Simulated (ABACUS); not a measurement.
The system is Sr.

```xyz
2
Lattice="4.3100 0.0000 0.0000 -2.1550 3.7326 0.0000 0.0000 0.0000 7.0500" Properties=species:S:1:pos:R:3 pbc="T T T"
Sr    2.1550    1.2442    5.2875
Sr    0.0000    2.4884    1.7625
```

This isn't the form of Sr at room conditions, which is fcc.

```yaml
Program: ABACUS 3.10.1
Task: single point
Functional: PBE
Potentials_or_basis: PseudoDojo NC SR 0.4.1 PBE standard
Cutoff: 925 eV
Density_cutoff: 3701 eV
Basis: plane waves
k_mesh: 7 × 7 × 4
Occupations: fermi-dirac, width 0.05 eV
Spin: no spin polarisation
```

On this cell: pressure -0.3 GPa; largest force under 0.003 eV/Å; band gap on the k mesh none (metal or under the smearing width).

The same run follows on a disturbed copy (atoms moved at random, drawn with an rms of 0.05 Å):

```xyz
2
Lattice="4.3100 0.0000 0.0000 -2.1550 3.7326 0.0000 0.0000 0.0000 7.0500" Properties=species:S:1:pos:R:3 pbc="T T T"
Sr    2.1539    1.2419    5.2981
Sr    0.0487    2.5038    1.7043
```

Q: What changes?

A: The energy (extrapolated to zero smearing) moves by +1.7 meV/atom; pressure -0.3 GPa; largest force 0.093 eV/Å; band gap on the k mesh none (metal or under the smearing width).

Forces on the atoms (eV/Å):
```
Sr   0.014  0.004 -0.091
Sr  -0.014 -0.004  0.091
```

Stress tensor (GPa, compression positive):
```
-0.44 -0.06 -0.01
-0.06 -0.40  0.00
-0.01  0.00  0.07
```
